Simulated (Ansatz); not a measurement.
**AlNi: response to uniaxial strain along c**

Aim: apply uniaxial strain along c to AlNi from -3 to +3 %, where the lengths of a and b and the atoms relax, the angles are held, and follow energy, stress and any gap.

Program: Ansatz 0.2.0. Level of theory: DFT r2SCAN, scalar-relativistic, plane waves, PAW. These are calculated values, not measurements.

**1. The system as given**

The structure is tetragonal, space group P4/mmm (No. 123). Conventional cell: a = 2.860 Å, b = 2.860 Å, c = 2.870 Å, α = 90.00°, β = 90.00°, γ = 90.00°. Al (site symmetry 4/mmm) is surrounded by 8 Ni at 2.48 Å. Around Ni (site symmetry 4/mmm) lie 8 Al at 2.48 Å.

Coordinates:

```cif
data_structure
_symmetry_space_group_name_H-M 'P4/mmm'
_symmetry_Int_Tables_number 123
_cell_length_a 2.8599
_cell_length_b 2.8599
_cell_length_c 2.8700
_cell_angle_alpha 90.000
_cell_angle_beta 90.000
_cell_angle_gamma 90.000
_cell_volume 23.47
loop_
_atom_site_label
_atom_site_type_symbol
_atom_site_symmetry_multiplicity
_atom_site_Wyckoff_symbol
_atom_site_fract_x
_atom_site_fract_y
_atom_site_fract_z
_atom_site_occupancy
Al1 Al 1 a 0.00000 0.00000 0.00000 1
Ni1 Ni 1 d 0.50000 0.50000 0.50000 1
```

It goes back to an entry of the Materials Project, which need not be the stable form.

It is the result of an earlier relaxation at this level (volume 11.74 Å³/atom; gap on the mesh: none (metal)).

The unstrained cell was computed beforehand with the same settings: E(σ→0) = -6387.0538 eV for 2 atoms, gap none (metal).

**2. At -1.0 %**

File input.yaml:

```yaml
crystal:
  lattice:
    - [2.8670820312, 0.0, 0.0]
    - [0.0, 2.8670820312, 0.0]
    - [0.0, 0.0, 2.8413171705]
  atoms:
    - { symbol: Al, position: [0.0, 0.0, 0.0] }
    - { symbol: Ni, position: [0.5, 0.5, 0.5] }
basis:
  ecutwfc: 500
kpoints:
  mp_grid: { grid: [18, 18, 18] }
hamiltonian:
  xc: r2scan
scf:
  occupations: { method: gaussian, width: 0.1 }
output:
  forces: true
  stress: true
  eigenvalues: true
relax:
  adjacent_minimum: "off"
  f_tol: 0.008
  max_steps: 40
  cell: { stress_tol: 0.015, fix: [c, angles] }
```

Launch:

```bash
$ ansatz run input.yaml --threads 1 --pin off --max-ram 2560MiB --backend cpu --events-out ev --progress --plain --runs-dir out
```

The session goes on with these runs: strain +1.0 %; strain -2.0 %; the cell strained by +2.0 %; the cell strained by -3.0 %; the cell strained by +3.0 %.

Q: Predict the outcome of this session. Wanted: strain of the free axis a per applied strain.

**Answer**, as computed:

| quantity | value |
| --- | --- |
| largest energy cost | 3.8 meV/atom at -3.0 % |
| strain of the free axis a per applied strain | -0.41 |

What this shows: One stiffness does not describe the range: the innermost pair gives (1/V) d²E/dε² = 90 GPa and a cubic fit over all points 110 GPa. Compression by 3 % costs 3.8 meV/atom and stretching 3.4. On this cell's mesh the unstrained reference holds a stress of up to 0.17 GPa. The free axis a moves against the applied strain (factor -0.41). Spin polarisation is off in the runs that give these values; a magnetic solution could lie lower.
